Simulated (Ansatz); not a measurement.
SnSe:

```
CELL_PARAMETERS angstrom
11.42000 0.00000 0.00000
0.00000 4.19000 0.00000
0.00000 0.00000 4.46000
ATOMIC_POSITIONS crystal
Sn 0.87700 0.75000 0.90900
Sn 0.62300 0.25000 0.40900
Sn 0.37700 0.75000 0.59100
Sn 0.12300 0.25000 0.09100
Se 0.64300 0.75000 0.98400
Se 0.85700 0.25000 0.48400
Se 0.14300 0.75000 0.51600
Se 0.35700 0.25000 0.01600
```

Base run:

| Item | Value |
| --- | --- |
| Program | Ansatz 0.2.0 |
| Functional | PBEsol |
| Potentials or basis | all-electron LAPW, scalar-relativistic |
| Cutoff | 236 eV (chosen from the basis error) |
| Basis error allowed | 0.002 eV/atom |
| k mesh | 3 × 6 × 6 |
| Occupations | fermi-dirac, width 0.05 eV |
| Spin | no spin polarisation |

Its results: band gap on the k mesh 0.49 eV, indirect (least direct gap 0.67 eV); pressure -0.6 GPa; largest force 0.234 eV/Å.

Task: The run is repeated on the same cell with these changes: functional from PBEsol to LDA. What comes out?

Result: Band gap on the k mesh 0.48 eV, indirect (least direct gap 0.67 eV); pressure -2.0 GPa; largest force 0.183 eV/Å.

LDA binds more tightly than PBEsol, so the same cell stands under less pressure.

Caveats: spin-orbit coupling is left out, which moves the levels of the heavy elements.
